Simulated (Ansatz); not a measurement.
## Ge: zone-centre modes

Computed with Ansatz, DFT PBEsol, scalar-relativistic, plane waves, PAW. Settings: plane waves to 420 eV, k-mesh 18×18×18 (Γ-centred), Gaussian smearing 0.15 eV. No spin polarisation.

Reference structure (relaxed at this level; this form isn't the usual structure):

```xyz
4
Lattice="-2.5638 2.5621 1.3968 -2.5638 -2.5621 -1.3968 2.5638 -2.5621 4.1904" Properties=species:S:1:pos:R:3 pbc="T T T"
Ge   -2.5638   -1.2811    1.0466
Ge    0.0000   -3.8432    2.4434
Ge    0.0000   -1.2811    3.1438
Ge   -2.5638    1.2811    1.7470
```

Harmonic modes by finite displacements of 0.02 Å, without the LO–TO term. The cell doubles the primitive one, so its zone centre also holds the primitive cell's point q = (0, 1/2, 1/2).

(1) At this geometry, is the structure stable against these modes?

(2) List the wavenumbers in cm⁻¹.

## Answers

(1) Yes: no mode is imaginary beyond 10 cm⁻¹, and only the three translations lie near zero.

(2) 0, 0, 0, 69, 70, 81, 92, 149, 164, 175, 175, 176.

Cost: 1 run of about 19 core-minutes, on Intel Xeon 6975P-C (Granite Rapids) (shared hosts).